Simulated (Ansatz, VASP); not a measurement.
## One calculation of HfB2 (mix), two programs

```
Hf B
1.0
     3.14000    0.00000    0.00000
    -1.57000    2.71932    0.00000
     0.00000    0.00000    3.48000
Hf B
1 2
Direct
  0.00000 0.00000 0.00000
  0.33333 0.66667 0.50000
  0.66667 0.33333 0.50000
```

Alike in both runs: task relaxation of cell and atoms; functional PBE; k mesh 15 × 15 × 12; occupations gaussian, width 0.1 eV; no spin polarisation.

|  | VASP | Ansatz |
| --- | --- | --- |
| version | VASP 6.6.1 | Ansatz 0.2.0 |
| potentials or method | VASP PAW PBE potentials, release 64 (Hf_pv, B) | scalar-relativistic, plane waves, PAW |
| plane-wave cutoff (eV) | 600 | 420 |
| valence electrons in the cell | 16 | 32 |

|  | VASP | Ansatz | Ansatz less VASP |
| --- | --- | --- | --- |
| gap on the k mesh at the Fermi level, each at its own relaxed structure (eV) | none | none | - |
| relaxed volume (Å³/atom) | 9.94 | 9.96 | +0.014 |
| relaxed cell length with the largest relative difference (Å) | 3.143 | 3.145 | +0.0022 |

A gap of «none» marks a metal or a gap that the smearing closes. The two sets of potentials don't hold the same shells in valence.

Spin-orbit coupling is left out, which matters for the levels of Hf. PBE usually gives volumes a little too large and moduli too small. Zero-point motion and thermal expansion aren't in these numbers.
